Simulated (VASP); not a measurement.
A run of VASP 6.6.1:

INCAR

```
ALGO     = Normal         # electronic algorithm
EDIFF    = 1E-7           # SCF threshold, eV
EDIFFG   = -0.002         # ionic threshold
ENCUT    = 520            # plane-wave cutoff, eV
GGA      = PE             # functional
IBRION   = 2              # ionic algorithm
ISIF     = 3              # what is computed and relaxed
ISMEAR   = 0              # smearing method
LASPH    = True           # aspherical terms in the spheres
LCHARG   = False          # write CHGCAR
LREAL    = False          # projectors in reciprocal space
LWAVE    = False          # write WAVECAR
NELM     = 60             # most SCF steps
NSW      = 80             # ionic steps
PREC     = Accurate       # precision mode
SIGMA    = 0.1            # smearing width, eV
```

The input KPOINTS:

```
k-points
0
Gamma
  20 20 20
```

File POSCAR:

```
Cu
1.0
    0.0000000000      1.8075000000      1.8075000000
    1.8075000000      0.0000000000      1.8075000000
    1.8075000000      1.8075000000      0.0000000000
Cu
1
Direct
    0.0000000000      0.0000000000      0.0000000000
```

Potentials or basis: VASP PAW PBE potentials, release 64 (Cu).

Launch:

```bash
$ cat potpaw_PBE.64/Cu/POTCAR > POTCAR
$ mpirun -np 1 vasp_std > vasp.out
```

Hardware: 1 thread of Intel(R) Xeon(R) 6975P-C (Granite Rapids) (shared host).

Question: How long does it take, and how much memory?

Answer: Run time: 26 s on 1 thread of Intel(R) Xeon(R) 6975P-C (Granite Rapids), on a shared host, peak memory 0.15 GiB. Counts: scf iterations 27, k points 256, ion steps 3.
